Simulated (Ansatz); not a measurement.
# What went wrong? twisted Janus MoSSe bilayer, 21.79° (42 atoms)

Program: Ansatz 0.2.0. The cell: 14 Mo, 14 S and 14 Se.

File input.yaml:

```yaml
crystal:
  lattice:
    - [8.5193, 0.0, 0.0]
    - [-4.25965, 7.37793, 0.0]
    - [0.0, 0.0, 21.66]
  atoms:
    - { symbol: Mo, position: [0.19102, 0.23751, 0.35627] }
    - { symbol: S, position: [0.23687, 0.04853, 0.42618] }
    - { symbol: Se, position: [0.23468, 0.04771, 0.27741] }
    - { symbol: Mo, position: [0.33205, 0.66574, 0.35555] }
    - { symbol: S, position: [0.37848, 0.47399, 0.42612] }
    - { symbol: Se, position: [0.38178, 0.47741, 0.27713] }
    - { symbol: Mo, position: [0.47689, 0.09519, 0.35623] }
    - { symbol: S, position: [0.52142, 0.90348, 0.42641] }
    - { symbol: Se, position: [0.52317, 0.90547, 0.27736] }
    - { symbol: Mo, position: [0.61966, 0.52585, 0.35576] }
    - { symbol: S, position: [0.66766, 0.33356, 0.42617] }
    - { symbol: Se, position: [0.6687, 0.33371, 0.27642] }
    - { symbol: Mo, position: [0.76112, 0.95141, 0.35496] }
    - { symbol: S, position: [0.80781, 0.76252, 0.42723] }
    - { symbol: Se, position: [0.80701, 0.76058, 0.27728] }
    - { symbol: Mo, position: [0.90588, 0.38214, 0.35566] }
    - { symbol: S, position: [0.95387, 0.19153, 0.42571] }
    - { symbol: Se, position: [0.95169, 0.19127, 0.27675] }
    [... 18 atom lines left out ...]
    - { symbol: Mo, position: [0.53373, 0.70749, 0.65308] }
    - { symbol: S, position: [0.48699, 0.46791, 0.72213] }
    - { symbol: Se, position: [0.48801, 0.46915, 0.5746] }
    - { symbol: Mo, position: [0.67771, 0.42118, 0.65252] }
    - { symbol: S, position: [0.62974, 0.18208, 0.72315] }
    - { symbol: Se, position: [0.63101, 0.18551, 0.57447] }
kpoints:
  mp_grid: { grid: [1, 1, 1] }
hamiltonian:
  xc: pbe
  dispersion: d3bj
  pseudopotentials: { kind: paw, core: large }
scf:
  occupations: { method: fermi_dirac, width: 0.05 }
  eigensolver: { kind: { support_functions: { accuracy: medium, radius: 3.42 } } }
  mixing: { beta: 0.2 }
  max_iter: 150
output:
  forces: true
  eigenvalues: true
```

Run with:

```
$ ansatz run input.yaml --threads 4 --pin off --max-ram 8192MiB --backend cpu --events-out ev --progress --plain --runs-dir out
```

What it wrote:

```text
Warning: scf.eigensolver.kind.support_functions: disabling space-group detection — the functions' gradient is summed over unrotated k-points, so no spatial operation reduces the k-mesh or symmetrises the density; time reversal is kept, so that k and −k are solved as one point where they differ and the mesh holds both, and exact exchange and, on two spinor components, a DFT+U term hold to it where the run has them: [...]
settings of this run that can trade accuracy for cost: scf.eigensolver.kind.support_functions [...]
Engine: ansatz 0.2.0, x86_64-unknown-linux-gnu
Pseudopotentials: kind: paw
Pseudopotential: Mo, paw, valence charge 14, recommended cutoff 420 eV (normal), Mo.paw.azcp
Pseudopotential: S, paw, valence charge 6, recommended cutoff 420 eV (normal), S.paw.azcp
Pseudopotential: Se, paw, valence charge 6, recommended cutoff 420 eV (normal), Se.paw.azcp#standard-large-core
[... 5 lines on functional and potentials left out ...]
Error: SCF: the radius of support functions is under 3.83 Å, the least for these sites at the functions' level (scf.eigensolver.kind.support_functions.accuracy). Use scf.eigensolver.kind: auto, or type scf.eigensolver.kind.support_functions.radius at least as long, [...]
```

Wall time 1 s (4 threads of AMD EPYC 9R45, shared host); peak memory 0.35 GiB; 3 s of CPU time.

Q: Name the fault and the fix.

A radius under the least that the level allows: support_functions.radius = 3.42.

The fix is to use a longer radius.

The run ended with an error.

[Logs are printed without paths, hosts, clocks, repeated set-up lines and the standing remarks that a program may print on its own settings, such as how far it seeks lower states.]

[Hosts, paths, dates, database ids (printed as entryN), source tags and the programs' standing remarks are cut or masked in the printed files.]
